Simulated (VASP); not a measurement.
## WS2: single point with PBE

The system is WS2.

```
W S
1.0
     1.57900    0.91164    6.16333
    -1.57900    0.91164    6.16333
     0.00000   -1.82327    6.16333
W S
1 2
Cartesian
  0.0000 0.0000 0.0000
  0.0000 0.0000 10.7427
  0.0000 0.0000 13.8730
```

Measurements of this composition are mostly on another form, of space group No. 194.

```
Program                : VASP 6.6.1
Task                   : single point
Functional             : PBE
Potentials or basis    : VASP PAW PBE potentials, release 64 (W_sv_GW, S_GW)
Cutoff                 : 500 eV
k mesh                 : 4 × 4 × 4
Occupations            : gaussian, width 0.02 eV
Spin                   : no spin polarisation
Further INCAR settings : ALGO = Normal; EDIFF = 1e-06
```

```yaml
Pressure: 3.7 GPa
Largest_force: 0.602 eV/Å
Band_gap_on_the_k_mesh: 1.36 eV, indirect (least direct gap 2.29 eV)
```

Forces in eV/Å, atoms in the order of the input:
```
W    0.000  0.000 -0.602
S    0.000  0.000  0.150
S    0.000  0.000  0.452
```

Stress tensor (GPa, compression positive):
```
3.55 0.00 0.00
0.00 3.55 0.00
0.00 0.00 3.96
```

Levels at points of the mesh, in eV from the valence-band top:
| k point | band 11 | band 12 | band 13 | band 14 | band 15 | band 16 |
| --- | --- | --- | --- | --- | --- | --- |
| (0.00, 0.00, 0.00) | -2.30 | -1.59 | -1.20 | 2.18 | 2.18 | 2.52 |
| (0.50, 0.00, 0.00) | -2.59 | -1.84 | -1.73 | 2.31 | 2.61 | 3.61 |
| (0.50, 0.50, 0.00) | -3.19 | -2.04 | -1.55 | 2.26 | 2.72 | 3.22 |
| (0.50, 0.50, 0.50) | -2.27 | -2.27 | 0.00 | 2.29 | 2.29 | 2.36 |

It took 92 s on 1 thread of Intel(R) Xeon(R) Platinum 8488C (Sapphire Rapids) (shared host), peak memory 0.33 GiB.

Caveat: the k mesh is coarse (spacing up to 0.58 Å⁻¹), so the values aren't converged; spin-orbit coupling is left out, which moves the levels of the heavy elements. A k mesh can miss the band edges.
